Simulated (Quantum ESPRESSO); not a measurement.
# ZnCu (P1) in Quantum ESPRESSO: single point with vdW-DF3-opt2

Aim: the single point of ZnCu with vdW-DF3-opt2.

Program: Quantum ESPRESSO 7.5. These are calculated values, not measurements. Logs are shortened: lines on timing, memory, paths and dates and some standing lists are left out, and cuts for length are marked.

### Step 1. The crystal as given

The typed cell holds 4 atoms: a = 2.945 Å, b = 2.945 Å, c = 5.890 Å, α = 90.00°, β = 90.00°, γ = 90.00°.

### Step 2. Single point, vdW-DF3-opt2

Contents of pw.in:

```
&CONTROL
  calculation = 'scf'
  prefix = 'pwscf'
  outdir = './tmp'
  pseudo_dir = './pseudo'
  tprnfor = .true.
  tstress = .true.
  disk_io = 'nowf'
/
&SYSTEM
  ibrav = 0
  A = 2.945
  nat = 4
  ntyp = 2
  ecutwfc = 45
  ecutrho = 360
  nbnd = 51
  input_dft = 'vdw-df3-opt2'
  occupations = 'smearing'
  smearing = 'mv'
  degauss = 0.01469973
/
&ELECTRONS
  conv_thr = 8d-10
  electron_maxstep = 120
  mixing_beta = 0.5
/
ATOMIC_SPECIES
Zn    65.3800 zn_pbesol_v1.uspp.F.UPF
Cu    63.5460 cu_pbesol_v1.2.uspp.F.UPF
CELL_PARAMETERS alat
   1.0000000000    0.0000000000    0.0000000000
   0.0000000000    1.0000000000    0.0000000000
   0.0000000000    0.0000000000    2.0000000000
ATOMIC_POSITIONS alat
Zn     0.4276266600    0.4287476200    0.7249636200
Zn     0.5644104800    0.4043965100    1.2806160600
Cu     0.9288505500    0.1099066000    0.1377094600
Cu     0.0791123200    0.0569492700    0.8567108600
K_POINTS automatic
8 8 4 0 0 0
```

Potentials or basis: GBRV 1.5 PBEsol.

Started as:

```console
OMP_NUM_THREADS=1 pw.x -in pw.in > pw.out
```

pw.out:

```text
This program is part of the open-source Quantum ESPRESSO suite
     for quantum simulation of materials; please cite
         "P. Giannozzi et al., J. Phys.:Condens. Matter 21 395502 (2009);
         "P. Giannozzi et al., J. Phys.:Condens. Matter 29 465901 (2017);
         "P. Giannozzi et al., J. Chem. Phys. 152 154105 (2020);
     in publications or presentations arising from this work. More details at

     IMPORTANT: XC functional enforced from input :
     Exchange-correlation= VDW-DF3-OPT2
                           (   1   4  46   0   4   0   0)
     Any further DFT definition will be discarded
     Please, verify this is what you really want

     G-vector sticks info
     --------------------
     sticks:   dense  smooth     PW     G-vecs:    dense   smooth      PW
     Sum         885     437    137                39879    14059    2475

     Using Slab Decomposition

     bravais-lattice index     =            0
     lattice parameter (alat)  =       5.5652  a.u.
     unit-cell volume          =     344.7327 (a.u.)^3
     number of atoms/cell      =            4
     number of atomic types    =            2
     number of electrons       =        78.00
     number of Kohn-Sham states=           51
     kinetic-energy cutoff     =      45.0000  Ry
     charge density cutoff     =     360.0000  Ry
     scf convergence threshold =      8.0E-10
     mixing beta               =       0.5000
     number of iterations used =            8  plain     mixing
     Exchange-correlation= VDW-DF3-OPT2
                           (   1   4  46   0   4   0   0)

     celldm(1)=   5.565243  celldm(2)=   0.000000  celldm(3)=   0.000000
     celldm(4)=   0.000000  celldm(5)=   0.000000  celldm(6)=   0.000000

     crystal axes: (cart. coord. in units of alat)
               a(1) = (   1.000000   0.000000   0.000000 )
               a(2) = (   0.000000   1.000000   0.000000 )
               a(3) = (   0.000000   0.000000   2.000000 )

     reciprocal axes: (cart. coord. in units 2 pi/alat)
               b(1) = (  1.000000  0.000000  0.000000 )
               b(2) = (  0.000000  1.000000  0.000000 )
               b(3) = (  0.000000  0.000000  0.500000 )

     PseudoPot. # 1 for Zn read from file:
     zn_pbesol_v1.uspp.F.UPF
     Pseudo is Ultrasoft, Zval = 20.0
     Generated by new atomic code, or converted to UPF format
     Using radial grid of  943 points,  6 beta functions with:
                l(1) =   0
                l(2) =   0
                l(3) =   1
                l(4) =   1
                l(5) =   2
                l(6) =   2
     Q(r) pseudized with  8 coefficients,  rinner =    1.100   1.100   1.100
                                                       1.100   1.100

     PseudoPot. # 2 for Cu read from file:
     cu_pbesol_v1.2.uspp.F.UPF
     Pseudo is Ultrasoft + core correction, Zval = 19.0
     Generated by new atomic code, or converted to UPF format
     Using radial grid of  867 points,  6 beta functions with:
                l(1) =   0
                l(2) =   0
                l(3) =   1
                l(4) =   1
                l(5) =   2
                l(6) =   2
     Q(r) pseudized with  8 coefficients,  rinner =    1.150   1.150   1.150
                                                       1.150   1.150

     atomic species   valence    mass     pseudopotential
     Zn               20.00    65.38000     Zn( 1.00)
     Cu               19.00    63.54600     Cu( 1.00)

     No symmetry found

   Cartesian axes

     site n.     atom                  positions (alat units)
         1        Zn     tau(   1) = (   0.4276267   0.4287476   0.7249636  )
         2        Zn     tau(   2) = (   0.5644105   0.4043965   1.2806161  )
         3        Cu     tau(   3) = (   0.9288506   0.1099066   0.1377095  )
         4        Cu     tau(   4) = (   0.0791123   0.0569493   0.8567109  )

     number of k points=   132  Marzari-Vanderbilt smearing, width (Ry)=  0.0147

     Number of k-points >= 100: set verbosity='high' to print them.

     Dense  grid:    39879 G-vectors     FFT dimensions: (  36,  36,  72)

     Smooth grid:    14059 G-vectors     FFT dimensions: (  24,  24,  48)

     Initial potential from superposition of free atoms

     starting charge      75.9997, renormalised to      78.0000

     %%%%%%%%%%%%%%%%%%%%%%%%%%%%%%%%%%%%%%%%%%%%%%%%%%%%%%%%%%%%%%%%%%%%%%%%
     %                                                                      %
     % You are using vdW-DF, which was implemented by the Thonhauser group. %
     % Please cite the following two papers that made this development      %
     % possible and the two reviews that describe the various versions:     %
     %                                                                      %
     %   T. Thonhauser et al., PRL 115, 136402 (2015).                      %
     %   T. Thonhauser et al., PRB 76, 125112 (2007).                       %
     %   K. Berland et al., Rep. Prog. Phys. 78, 066501 (2015).             %
     %   D.C. Langreth et al., J. Phys.: Condens. Matter 21, 084203 (2009). %
     %                                                                      %
     % If you are calculating stress with vdW-DF, please also cite:         %
     %                                                                      %
     %   R. Sabatini et al., J. Phys.: Condens. Matter 24, 424209 (2012).   %
     %                                                                      %
     %%%%%%%%%%%%%%%%%%%%%%%%%%%%%%%%%%%%%%%%%%%%%%%%%%%%%%%%%%%%%%%%%%%%%%%%

     %%%%%%%%%%%%%%%%%%%%%%%%%%%%%%%%%%%%%%%%%%%%%%%%%%%%%%%%%%%%%%%%%%%%%%%%
     %                                                                      %
     %  vdW-DF NEWS:                                                        %
     %                                                                      %
     %  * vdW-DF3 is now available. DOI: 10.1021/acs.jctc.0c00471           %
     %    use with input_dft = 'vdW-DF3-opt1' or 'vdW-DF3-opt2'             %
     %                                                                      %
     %  * Unscreened and range-separated hybrid vdW-DF-cx functionals       %
     %    DOI: 10.1063/1.4986522 and 10.1088/1361-648X/ac2ad2               %
     %    use with input_dft = 'vdW-DF-cx0'    and 'vdW-DF-ahcx'            %
     %  * Unscreened and range-separated hybrid vdW-DF2-b86r functionals    %
     %    DOI: 10.1063/1.4986522 and DOI: 10.1103/PhysRevX.12.041003        %
     %    use with input_dft = 'vdW-DF2-br0' and 'vdW-DF2-ahbr'             %
     %                                                                      %
     %%%%%%%%%%%%%%%%%%%%%%%%%%%%%%%%%%%%%%%%%%%%%%%%%%%%%%%%%%%%%%%%%%%%%%%%

     Starting wfcs are   52 randomized atomic wfcs

     Self-consistent Calculation

     iteration #  1     ecut=    45.00 Ry     beta= 0.50
     Davidson diagonalization with overlap
     ethr =  1.00E-02,  avg # of iterations =  5.8

     total energy              =   -1707.94950308 Ry
     estimated scf accuracy    <      33.59790543 Ry

     iteration #  2     ecut=    45.00 Ry     beta= 0.50
     Davidson diagonalization with overlap
     ethr =  1.00E-02,  avg # of iterations =  3.3

     total energy              =   -1710.14041255 Ry
     estimated scf accuracy    <     171.02776523 Ry

     iteration #  3     ecut=    45.00 Ry     beta= 0.50
     Davidson diagonalization with overlap
     ethr =  1.00E-02,  avg # of iterations =  3.4

     total energy              =   -1726.71981562 Ry
     estimated scf accuracy    <      29.43723389 Ry

     iteration #  4     ecut=    45.00 Ry     beta= 0.50
     Davidson diagonalization with overlap
     ethr =  1.00E-02,  avg # of iterations =  2.0

     total energy              =   -1729.30785437 Ry
     estimated scf accuracy    <       6.71443845 Ry

     iteration #  5     ecut=    45.00 Ry     beta= 0.50
     Davidson diagonalization with overlap
     ethr =  8.61E-03,  avg # of iterations =  1.0

     total energy              =   -1729.30431596 Ry
     estimated scf accuracy    <       2.13191431 Ry

     iteration #  6     ecut=    45.00 Ry     beta= 0.50
     Davidson diagonalization with overlap
     ethr =  2.73E-03,  avg # of iterations =  1.0

     total energy              =   -1729.09918320 Ry
     estimated scf accuracy    <       1.09259210 Ry

     iteration #  7     ecut=    45.00 Ry     beta= 0.50
     Davidson diagonalization with overlap
     ethr =  1.40E-03,  avg # of iterations =  1.1

     total energy              =   -1729.01412131 Ry
     estimated scf accuracy    <       0.36894051 Ry

     iteration #  8     ecut=    45.00 Ry     beta= 0.50
     Davidson diagonalization with overlap
     ethr =  4.73E-04,  avg # of iterations =  2.1

     total energy              =   -1729.04164732 Ry
     estimated scf accuracy    <       0.05447714 Ry

     iteration #  9     ecut=    45.00 Ry     beta= 0.50
     Davidson diagonalization with overlap
     ethr =  6.98E-05,  avg # of iterations =  3.1

     total energy              =   -1729.03458021 Ry
     estimated scf accuracy    <       0.02973999 Ry

     iteration # 10     ecut=    45.00 Ry     beta= 0.50
     Davidson diagonalization with overlap
     ethr =  3.81E-05,  avg # of iterations =  2.7

     total energy              =   -1729.03589800 Ry
     estimated scf accuracy    <       0.00292453 Ry

     iteration # 11     ecut=    45.00 Ry     beta= 0.50
     Davidson diagonalization with overlap
     ethr =  3.75E-06,  avg # of iterations =  5.5

     total energy              =   -1729.03653627 Ry
     estimated scf accuracy    <       0.00004073 Ry

     iteration # 12     ecut=    45.00 Ry     beta= 0.50
     Davidson diagonalization with overlap
     ethr =  5.22E-08,  avg # of iterations =  2.0

     total energy              =   -1729.03654128 Ry
     estimated scf accuracy    <       0.00001192 Ry

     iteration # 13     ecut=    45.00 Ry     beta= 0.50
     Davidson diagonalization with overlap
     ethr =  1.53E-08,  avg # of iterations =  2.0

     total energy              =   -1729.03654234 Ry
     estimated scf accuracy    <       0.00000113 Ry

     iteration # 14     ecut=    45.00 Ry     beta= 0.50
     Davidson diagonalization with overlap
     ethr =  1.45E-09,  avg # of iterations =  2.0

     total energy              =   -1729.03654257 Ry
     estimated scf accuracy    <       0.00000025 Ry

     iteration # 15     ecut=    45.00 Ry     beta= 0.50
     Davidson diagonalization with overlap
     ethr =  3.17E-10,  avg # of iterations =  2.0

     total energy              =   -1729.03654261 Ry
     estimated scf accuracy    <       0.00000001 Ry

     iteration # 16     ecut=    45.00 Ry     beta= 0.50
     Davidson diagonalization with overlap
     ethr =  1.83E-11,  avg # of iterations =  2.0

     End of self-consistent calculation

     Number of k-points >= 100: set verbosity='high' to print the bands.

     the Fermi energy is    15.9570 ev

!    total energy              =   -1729.03654262 Ry
     estimated scf accuracy    <          3.3E-10 Ry
     smearing contrib. (-TS)   =      -0.00027417 Ry
     internal energy E=F+TS    =   -1729.03626845 Ry

     The total energy is F=E-TS. E is the sum of the following terms:
     one-electron contribution =   -1603.62834420 Ry
     hartree contribution      =     837.30765077 Ry
     xc contribution           =    -161.71415504 Ry
     ewald contribution        =    -801.00141998 Ry

     convergence has been achieved in  16 iterations

     Forces acting on atoms (cartesian axes, Ry/au):

     atom    1 type  1   force =     0.75161319    1.00665258   -1.18910658
     atom    2 type  1   force =     0.20799196    0.03911455    0.94418297
     atom    3 type  2   force =    -0.01873740   -0.00729837   -0.12928702
     atom    4 type  2   force =    -0.94086776   -1.03846875    0.37421064

     Total force =     2.459537     Total SCF correction =     0.000177

     Computing stress (Cartesian axis) and pressure

          total   stress  (Ry/bohr**3)                   (kbar)     P=     1189.72
   0.00744210   0.00492854   0.00000062         1094.77      725.01        0.09
   0.00492854   0.00740902  -0.00174516          725.01     1089.90     -256.72
   0.00000062  -0.00174516   0.00941149            0.09     -256.72     1384.48

=------------------------------------------------------------------------------=
   JOB DONE.
=------------------------------------------------------------------------------=
```

It took 6.4 min on 1 thread of Intel Xeon Platinum 8259CL at 2.50GHz (Skylake/Cascade Lake), shared host; peak memory 0.36 GiB.

Results:

```
Free energy            : -23524.7406 eV
Pressure               : 119.0 GPa
Largest force          : 44.475 eV/Å
Band gap on the k mesh : none (metal or under the smearing width)
```

Forces in eV/Å, atoms in the order of the input:
```
Zn   19.325  25.882 -30.573
Zn    5.348   1.006  24.276
Cu   -0.482  -0.188  -3.324
Cu  -24.191 -26.700   9.621
```

Caveat: the potentials were made for another functional, which shifts forces and pressure; a pressure of tens of GPa on the cell as given is suspect, and the run, the potentials or the cell itself is likely at fault.

### Step 3. The reference run

An earlier run on the cell as given: functional PBE; potentials or basis SSSP 1.3 efficiency PBE; cutoff 748 eV; density cutoff 5987 eV; k mesh 9 × 9 × 5; occupations fermi-dirac, width 0.05 eV; no spin polarisation.

- Pressure: 123.7 GPa
- Largest force: 44.357 eV/Å
- Band gap on the k mesh: none (metal or under the smearing width)
